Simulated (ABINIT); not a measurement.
**Pd: band structure with r2SCAN**

Crystal: Pd.

```
CELL_PARAMETERS angstrom
0.00000 1.94650 1.94650
1.94650 0.00000 1.94650
1.94650 1.94650 0.00000
ATOMIC_POSITIONS crystal
Pd 0.00000 0.00000 0.00000
```

```
Program             : ABINIT 10.8.3 (patched build)
Task                : band structure
Functional          : r2SCAN
Potentials or basis : JTH PAW PBE v2.0
Cutoff              : 707 eV
k mesh              : 12 × 12 × 12
Occupations         : fermi-dirac, width 0.05 eV
Spin                : no spin polarisation
Fine-grid cutoff    : 1306.15 eV
```

```json
{
 "Pressure": "4.1 GPa",
 "Band gap on the k mesh": "none (metal or under the smearing width)",
 "Valence electrons inside the program's atomic spheres": "Pd 16.96 (radii [1.3291] Å)"
}
```

Levels at the corners of the path, in eV from the Fermi level:
```csv
point,band 5,band 6,band 7,band 8,band 9,band 10,band 11,band 12,band 13,band 14
Γ,-7.14,-2.89,-2.89,-2.89,-1.29,-1.29,17.96,22.97,22.97,22.97
X,-5.51,-5.23,-0.08,0.33,0.33,3.85,11.28,14.02,14.02,22.35
W,-4.40,-3.42,-3.42,-1.37,0.33,9.52,9.52,10.92,12.27,26.81
K,-4.84,-4.21,-1.94,-1.00,-0.14,7.65,8.65,11.39,16.78,21.25
Γ,-7.14,-2.89,-2.89,-2.89,-1.29,-1.29,17.96,22.97,22.97,22.97
L,-5.39,-2.97,-2.97,-0.02,-0.02,1.48,7.72,17.37,22.14,22.14
U,-4.84,-4.21,-1.94,-1.00,-0.14,7.65,8.65,11.39,16.78,21.25
W,-4.40,-3.42,-3.42,-1.37,0.33,9.52,9.52,10.92,12.27,26.81
L,-5.39,-2.97,-2.97,-0.02,-0.02,1.48,7.72,17.37,22.14,22.14
K,-4.84,-4.21,-1.94,-1.00,-0.14,7.65,8.65,11.39,16.78,21.25
```

Wall time 3.5 min on 1 thread of Arm Neoverse V1 (shared host), peak memory 0.13 GiB.

Caveat: the PAW data sets were made with another functional, which shifts forces and pressure a little.
